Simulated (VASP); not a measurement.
# Lattice of FeS2 (Marcasite) across functionals and dispersion corrections

Which functional gives the lattice of FeS2 (Marcasite) as experiment finds it, and is a dearer one worth its cost? The levels: PBE, LDA and PBE + D3(BJ). The start is a cell from a database of measured crystal structures.

Method: PBE, spin-polarised from a ferromagnetic start; plane waves and PAW (Fe, S), in the first sound run; inputs show where later runs differ, in VASP 6.6.1.

Experimental background.

For FeS2, marcasite (hydrothermally grown single crystal, 160 K), “Synthetic control over polymorph formation in the d-band semiconductor system FeS2” (2021, pmc:8549780) gives, by single-crystal X-ray diffraction: lattice constant a (a, Pnnm setting) 4.4474 ± 0.0004 Å; lattice constant b (b, Pnnm setting) 5.4287 ± 0.0004 Å; lattice constant c (c, Pnnm setting) 3.3852 ± 0.0003 Å.

Most raw output is cut from this account.

**1. Set-up**

Before any relaxation, the start is as follows. Symmetry: Pnnm, No. 58, orthorhombic system. The conventional cell has a = 4.445 Å, b = 5.425 Å, c = 3.386 Å, α = 90.00°, β = 90.00°, γ = 90.00°. Fe has 6 S at 2.24 to 2.25 Å nearest. S has 1 S at 2.21 Å and 3 Fe at 2.24 to 2.25 Å nearest. Farther neighbours and most contacts between anions are not listed.

Coordinates:

```xyz
6
Lattice="4.4446 0.0000 0.0000 0.0000 5.4246 0.0000 0.0000 0.0000 3.3864" Properties=species:S:1:pos:R:3 pbc="T T T"
Fe    0.0000    0.0000    0.0000
Fe    2.2223    2.7123    1.6932
S     0.8907    2.0543    0.0000
S     3.5539    3.3703    0.0000
S     3.1130    0.6580    1.6932
S     1.3316    4.7666    1.6932
```

**2. Relaxation with PBE**

Properties are meant for the cell that this level of theory prefers, so cell and atoms are relaxed first (ISIF = 3) until forces and stress are small; EDIFFG sets the threshold. PBE, the usual starting point, adds the gradient of the density.

The input, INCAR:

```
SYSTEM = FeS2
PREC = Accurate
ENCUT = 520
EDIFF = 1E-06
NELM = 100
ISMEAR = -1
SIGMA = 0.05
LREAL = .FALSE.
ALGO = Normal
GGA = PE
NBANDS = 33
ISPIN = 2
MAGMOM = 3 3 0 0 0 0
LASPH = .TRUE.
LMAXMIX = 4
LORBIT = 11
LWAVE = .FALSE.
LCHARG = .FALSE.
KPAR = 2
IBRION = 2
NSW = 60
ISIF = 3
EDIFFG = -0.01
```

The input, POSCAR:

```
FeS2
1.0
    4.4446000000      0.0000000000      0.0000000000
    0.0000000000      5.4246000000      0.0000000000
    0.0000000000      0.0000000000      3.3864000000
Fe S
2 4
Direct
    0.0000000000      0.0000000000      0.0000000000
    0.5000000000      0.5000000000      0.5000000000
    0.2004000000      0.3787000000      0.0000000000
    0.7996000000      0.6213000000      0.0000000000
    0.7004000000      0.1213000000      0.5000000000
    0.2996000000      0.8787000000      0.5000000000
```

The input, KPOINTS:

```
Automatic mesh
0
Gamma
6 5 8
0 0 0
```

The projector-augmented-wave data sets are Fe and S (PBE family, release 64).

Launch:

```console
mpirun -np 2 vasp_std
```

Wall time 5.7 min (2 MPI ranks of Intel Xeon Platinum 8488C (Sapphire Rapids), shared host); peak memory 0.75 GiB; 11 min of CPU time.

The moments of the start collapse, so the state is non-magnetic; other starts or orders were not tried. The gap is read on the k-mesh alone, so it is an upper bound where the band edges lie off the mesh. The run keeps the 8 symmetry operations of its start, so it cannot find a distortion of lower symmetry.

The steps of the relaxation:

| step | energy less that of the first step (eV) | largest force (eV/Å) | pressure (GPa) | volume (Å³) |
| --- | --- | --- | --- | --- |
| 1 | 0.0000 | 0.3097 | -0.55 | 81.65 |
| 2 | -0.0130 | 0.1213 | 0.56 | 81.09 |
| 3 | -0.0139 | 0.0611 | 0.96 | 80.91 |
| 4 | -0.0158 | 0.0190 | -0.52 | 81.73 |
| 5 | -0.0163 | 0.0067 | -0.09 | 81.47 |
| 6 | -0.0165 | 0.0019 | 0.03 | 81.42 |

```
conventional cell, symmetrised  before  after  change
                         a (Å)   4.445  4.438  -0.1 %
                         b (Å)   5.425  5.412  -0.2 %
                         c (Å)   3.386  3.390  +0.1 %
              volume (Å³/atom)   13.61  13.57  -0.3 %
```

The atoms that moved most (Å, as changes of fractional coordinates times the final cell):

```csv
atom,dx,dy,dz,length
S3,0.021,-0.016,0.000,0.026
S4,-0.021,0.016,0.000,0.026
S5,0.021,0.016,0.000,0.026
S6,-0.021,-0.016,0.000,0.026
```

The relaxed structure:

```
Fe S
1.0
     4.43828    0.00000    0.00000
     0.00000    5.41155    0.00000
     0.00000    0.00000    3.38998
Fe S
2 4
Direct
  0.00000 0.00000 0.00000
  0.50000 0.50000 0.50000
  0.20517 0.37578 0.00000
  0.79483 0.62422 0.00000
  0.70517 0.12422 0.50000
  0.29483 0.87578 0.50000
```

This step gave:

```yaml
electrons: 40
bands: 33
irreducible_k_points: 60
symmetry_operations: 8
free_energy_toten: -36.11 eV
fermi_energy: 8.195 eV
pressure: 0.02822 GPa
metallic: no
valence_top_at_k: 0, 0.4, 0.25
conduction_bottom_at_k: 0, 0.4, 0.5
least_direct_gap_at_k: 0, 0.4, 0.375
scf_cycles_over_all_ionic_steps: 52
gap_on_the_k_mesh: 0.9133 eV
least_direct_gap_on_the_k_mesh: 1.170 eV
```

The spin moment in the PAW sphere vanishes on all atoms.

It ends with a largest force of 0.002 eV/Å and a pressure of 0.03 GPa. The volume lies -0.3 % from that of the database's start, which holds the thermal and zero-point expansion of its experiment. The conventional cell has a = 4.438, b = 5.412 and c = 3.390 Å.

**3. Relaxation with LDA**

This step: LDA, spin-polarised from a ferromagnetic start; plane waves and PAW (Fe, S) (VASP 6.6.1).

LDA, the lowest rung, knows the local density alone.

Edit INCAR of step 2 so:

```diff
@@ -9,3 +9,3 @@
 ALGO = Normal
-GGA = PE
+GGA = CA
 NBANDS = 33
```

POSCAR is that of step 2.

KPOINTS is that of step 2.

Launch:

```console
mpirun -np 2 vasp_std
```

Wall time 7.9 min (2 MPI ranks); peak memory 0.69 GiB; 15 min of CPU time.

The PAW data sets were made with PBE, though LDA sets exist; this is a small mismatch.

The steps of the relaxation:

```csv
step,energy less that of the first step (eV),largest force (eV/Å),pressure (GPa),volume (Å³)
1,0.0000,0.5599,-10.11,81.65
2,0.0026,0.1864,14.34,71.92
3,-0.1898,0.3437,0.44,76.54
4,-0.1898,0.3385,0.63,76.44
5,-0.2049,0.1190,0.38,76.61
6,-0.2075,0.0108,0.23,76.72
7,-0.2077,0.0175,-0.27,76.93
8,-0.2078,0.0141,-0.17,76.87
9,-0.2079,0.0051,0.02,76.79
```

```csv
"conventional cell, symmetrised",before,after,change
a (Å),4.445,4.347,-2.2 %
b (Å),5.425,5.309,-2.1 %
c (Å),3.386,3.328,-1.7 %
volume (Å³/atom),13.61,12.80,-5.9 %
```

The atoms that moved most (Å, as changes of fractional coordinates times the final cell):

```csv
atom,dx,dy,dz,length
S5,0.030,0.024,0.000,0.039
S3,0.030,-0.024,0.000,0.039
S4,-0.030,0.024,0.000,0.039
S6,-0.030,-0.024,0.000,0.039
```

Final coordinates:

```xyz
6
Lattice="4.3470 0.0000 0.0000 0.0000 5.3086 0.0000 0.0000 0.0000 3.3278" Properties=species:S:1:pos:R:3 pbc="T T T"
Fe    0.0000    0.0000    0.0000
Fe    2.1735    2.6543    1.6639
S     0.9013    1.9861    0.0000
S     3.4457    3.3225    0.0000
S     3.0747    0.6682    1.6639
S     1.2722    4.6404    1.6639
```

Numbers from this step:

- free energy (TOTEN): -42.04 eV
- Fermi energy: 8.793 eV
- pressure: 0.02448 GPa
- least direct gap at k: 0.3333, 0.2, 0.25
- SCF cycles over all ionic steps: 76
- gap on the k-mesh: 0.9653 eV
- least direct gap on the k-mesh: 1.257 eV

It ends at 12.80 Å³/atom, -5.9 % from the start, with 0.02 GPa left. The conventional cell has a = 4.347, b = 5.309 and c = 3.328 Å.

**4. Relaxation with PBE + D3(BJ)**

This step: PBE with D3(BJ), spin-polarised from a ferromagnetic start; plane waves and PAW (Fe, S) (VASP 6.6.1).

A dispersion term adds the long-range attraction that semilocal functionals lack. D3 with Becke-Johnson damping keeps a finite attraction at short range.

Edit INCAR of step 3 so:

```diff
@@ -9,3 +9,4 @@
 ALGO = Normal
-GGA = CA
+GGA = PE
+IVDW = 12
 NBANDS = 33
```

POSCAR is that of step 3.

KPOINTS is that of step 3.

Launch:

```console
mpirun -np 2 vasp_std
```

It took 6.5 min on 2 MPI ranks; peak memory 0.76 GiB.

The steps of the relaxation:

```
step  energy less that of the first step (eV)  largest force (eV/Å)  pressure (GPa)  volume (Å³)
   1                                   0.0000                0.3079           -5.27        81.65
   2                                  -0.0176                0.1047            5.58        76.47
   3                                  -0.0551                0.1915            0.31        78.74
   4                                  -0.0600                0.0741            0.12        78.84
   5                                  -0.0610                0.0098            0.03        78.91
   6                                  -0.0610                0.0106            0.14        78.91
   7                                  -0.0610                0.0122           -0.03        78.91
   8                                  -0.0611                0.0079            0.09        78.89
```

```csv
"conventional cell, symmetrised",before,after,change
a (Å),4.445,4.388,-1.3 %
b (Å),5.425,5.359,-1.2 %
c (Å),3.386,3.355,-0.9 %
volume (Å³/atom),13.61,13.15,-3.4 %
```

The atoms that moved most (Å, as changes of fractional coordinates times the final cell):

| atom | dx | dy | dz | length |
| --- | --- | --- | --- | --- |
| S3 | 0.017 | -0.016 | 0.000 | 0.023 |
| S4 | -0.017 | 0.016 | 0.000 | 0.023 |
| S5 | 0.017 | 0.016 | 0.000 | 0.023 |
| S6 | -0.017 | -0.016 | 0.000 | 0.023 |

Final coordinates:

```xyz
6
Lattice="4.3885 0.0000 0.0000 0.0000 5.3589 0.0000 0.0000 0.0000 3.3546" Properties=species:S:1:pos:R:3 pbc="T T T"
Fe    0.0000    0.0000    0.0000
Fe    2.1942    2.6795    1.6773
S     0.8967    2.0136    0.0000
S     3.4917    3.3453    0.0000
S     3.0910    0.6658    1.6773
S     1.2975    4.6931    1.6773
```

It ends at 13.15 Å³/atom, -3.4 % from the start, with 0.09 GPa left. The conventional cell has a = 4.388, b = 5.359 and c = 3.355 Å. Against plain PBE, the dispersion term moves a by -1.1 %, b by -1.0 % and c by -1.0 %.

**5. The cells as a table**

This step: relaxed cells at several levels; plane waves and PAW (VASP 6.6.1).

This step runs nothing: it gathers the runs above.

Lengths are those of the conventional cell; cost is the wall time of each run, as given at its step, times its ranks, without the set-up around it. Results by level, by row:

```
       level  volume (Å³/atom)  change from the start (%)  a (Å)  b (Å)  c (Å)  largest site moment (μB)  cost (core minutes)
         PBE             13.57                       -0.3  4.438  5.412   3.39                         0                 11.5
         LDA              12.8                       -5.9  4.347  5.309  3.328                         0                 15.9
PBE + D3(BJ)             13.15                       -3.4  4.388  5.359  3.355                         0                   13
```

**6. Outcome**

- volume, PBE: 13.57 Å³/atom
- volume, LDA: 12.80 Å³/atom
- volume, PBE + D3(BJ): 13.15 Å³/atom

For FeS2 (Marcasite) the levels give volumes between 12.80 Å³/atom (LDA) and 13.57 Å³/atom (PBE), a spread of 6.0 %, while the cost of the finished runs spans a factor of 1.4. Within 1 % of experiment on every length: PBE. The nearest, PBE, is among the cheap ones. Thermal and zero-point expansion, often some tenths of a per cent in length, bear on this order: with the measured lengths lowered by an assumed 0.4 % the nearest is still PBE. The costs hold the number of ionic steps as well as the price of the functional. All runs lost the moments they were started with, so they describe a non-magnetic state; an order that doesn't fit this cell would change the volume. Adding D3(BJ) to PBE changes the volume by -3.1 % (a by -1.1 %, b by -1.0 % and c by -1.0 %). Within 0.02 Å all end in space group Pnnm; the runs can't lower the symmetry of the start. Only the typed magnetic starts were tried, so the magnetic ground state may differ and with it the other results. Each is a single relaxation on the plane waves of the start cell, so larger changes of volume carry a basis-set error that was not tested here.

Calculation against experiment:

| quantity | measured | PBE | LDA | PBE + D3(BJ) |
| --- | --- | --- | --- | --- |
| lattice constant a (Å) | 4.4474 | 4.438 (-0.2 %) | 4.347 (-2.3 %) | 4.388 (-1.3 %) |
| lattice constant b (Å) | 5.4287 | 5.412 (-0.3 %) | 5.309 (-2.2 %) | 5.359 (-1.3 %) |
| lattice constant c (Å) | 3.3852 | 3.390 (+0.1 %) | 3.328 (-1.7 %) | 3.355 (-0.9 %) |

Measured values from pmc:8549780 (2021).

How well it matches: For the lattice constant a, of the levels listed nearest comes PBE (-0.2 %) and farthest LDA (-2.3 %). For the lattice constant b, of the levels listed nearest comes PBE (-0.3 %) and farthest LDA (-2.2 %). For the lattice constant c, of the levels listed nearest comes PBE (+0.1 %) and farthest LDA (-1.7 %). The magnetic state of these runs (no moments) need not be that of the sample, so the match is not graded. For lattice constants the calculation has a static lattice, without zero-point motion or thermal expansion (measured at up to 160 K).

[Lines on the potential files, build, host, timing and source positions are cut from VASP's logs without a mark.]

[Logs are printed without paths, hosts, clocks, repeated set-up lines and the standing remarks that a program may print on its own settings, such as how far it seeks lower states.]

[Hosts, paths, dates, database ids (printed as entryN), source tags and the programs' standing remarks are cut or masked in the printed files.]

[A measured line is paired with the nearest computed mode of its activity, which favours agreement.]

[In band tables of VASP the shares of atoms and orbitals are scaled to a sum of 1 inside the atoms' spheres.]
